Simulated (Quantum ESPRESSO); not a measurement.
A calculation with Quantum ESPRESSO 7.5 of Rh (ASE script, structure typed inline):

File run.py:

```python
import numpy as np
from ase.calculators.espresso import Espresso, EspressoProfile
from ase import Atoms

atoms = Atoms(['Rh'],
              cell=[[0.0, 1.89785, 1.89785], [1.89785, 0.0, 1.89785], [1.89785, 1.89785, 0.0]],
              scaled_positions=[[0.0, 0.0, 0.0]],
              pbc=True)

input_data = {
    'control': {'calculation': 'scf', 'prefix': 'pwscf', 'outdir': './tmp', 'tprnfor': True, 'tstress': True, 'disk_io': 'nowf'},
    'system': {'ecutwfc': 60.0, 'nbnd': 15, 'occupations': 'smearing', 'smearing': 'fd', 'degauss': 0.00367493},
    'electrons': {'conv_thr': 2e-10, 'electron_maxstep': 120, 'mixing_beta': 0.5},
}
pseudopotentials = {'Rh': 'Rh_ONCV_PBE-1.0.oncvpsp.upf'}
profile = EspressoProfile(command='pw.x', pseudo_dir='pseudo')
dft = Espresso(profile=profile, input_data=input_data, pseudopotentials=pseudopotentials, kpts=(12, 12, 12), koffset=(0, 0, 0))
atoms.calc = dft

print(f'energy {atoms.get_potential_energy():.8f} eV')
print('forces (eV/A)')
print(np.round(atoms.get_forces(), 6))
print('stress (eV/A^3, Voigt)')
print(np.round(atoms.get_stress(), 8))
print(f'Fermi level {dft.get_fermi_level():.4f} eV')
```

Potentials or basis: SSSP 1.3 efficiency PBE.

Run with:

```console
$ OMP_NUM_THREADS=1 python run.py
```

Task: Write the same calculation in another form: native input, structure typed inline.

Result: As run:

File pw.in:

```
&CONTROL
  calculation = 'scf'
  prefix = 'pwscf'
  outdir = './tmp'
  pseudo_dir = './pseudo'
  tprnfor = .true.
  tstress = .true.
  disk_io = 'nowf'
/
&SYSTEM
  ibrav = 0
  nat = 1
  ntyp = 1
  ecutwfc = 60
  nbnd = 15
  occupations = 'smearing'
  smearing = 'fd'
  degauss = 0.00367493
/
&ELECTRONS
  conv_thr = 2d-10
  electron_maxstep = 120
  mixing_beta = 0.5
/
ATOMIC_SPECIES
Rh   102.9055 Rh_ONCV_PBE-1.0.oncvpsp.upf
CELL_PARAMETERS angstrom
   0.0000000000    1.8978500000    1.8978500000
   1.8978500000    0.0000000000    1.8978500000
   1.8978500000    1.8978500000    0.0000000000
ATOMIC_POSITIONS crystal
Rh     0.0000000000    0.0000000000    0.0000000000
K_POINTS automatic
12 12 12 0 0 0
```

Potentials or basis: SSSP 1.3 efficiency PBE.

Run with:

```sh
$ OMP_NUM_THREADS=1 pw.x -in pw.in > pw.out
```

Both were run:

|  | ASE script, structure typed inline | native input, structure typed inline |
| --- | --- | --- |
| Pressure | 6.8 GPa | 6.8 GPa |
| Band gap on the k mesh | none (metal or under the smearing width) | none (metal or under the smearing width) |

Keys that steer only the numerical path or the files written may differ.
